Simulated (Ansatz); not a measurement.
Moving the dispersion correction in ZnO

The cell as given:

The structure is hexagonal, space group P6_3mc (No. 186). Conventional cell: a = 3.249 Å, b = 3.249 Å, c = 5.206 Å, α = 90.00°, β = 90.00°, γ = 120.00°. Around Zn (site symmetry 3m) lie 4 O at 1.97 to 1.98 Å. Around O (site symmetry 3m) lie 4 Zn at 1.97 to 1.98 Å.

Kept alike: task relaxation of cell and atoms; functional revPBE; k mesh 7 × 7 × 4; occupations fermi-dirac, width 0.05 eV; no spin polarisation. Program: Ansatz, Ansatz PAW, cutoff 420 eV. The mesh is that of the run's cell of 4 atoms. No spin-orbit coupling.

| dispersion correction | volume (Å³/atom) | first edge of the run's cell (Å) | third edge of the run's cell (Å) |
| --- | --- | --- | --- |
| D3(BJ) | 12.084 | 3.257 | 5.262 |
| D4 | 11.992 | 3.249 | 5.247 |
| none | 12.639 | 3.308 | 5.335 |

The relaxations keep at least the cell's symmetry (P6_3mc). Relaxations stop with a little pressure left, so the last digits of a volume or edge aren't settled. Ansatz's relaxations hold a Pulay term in the stress (up to 0.7 GPa here). All rows use potentials made for PBE.

Task: What does the dispersion correction change here?

Result: The volume runs from 11.992 (D4) to 12.639 Å³/atom (none). Against no correction: D3(BJ) -4.4 %; D4 -5.1 %. Dispersion terms mostly attract and so lower the volume; the schemes' coefficients and damping set how far. The first edge of the run's cell runs from 3.249 (D4) to 3.308 Å (none). The third edge of the run's cell runs from 5.247 (D4) to 5.335 Å (none).
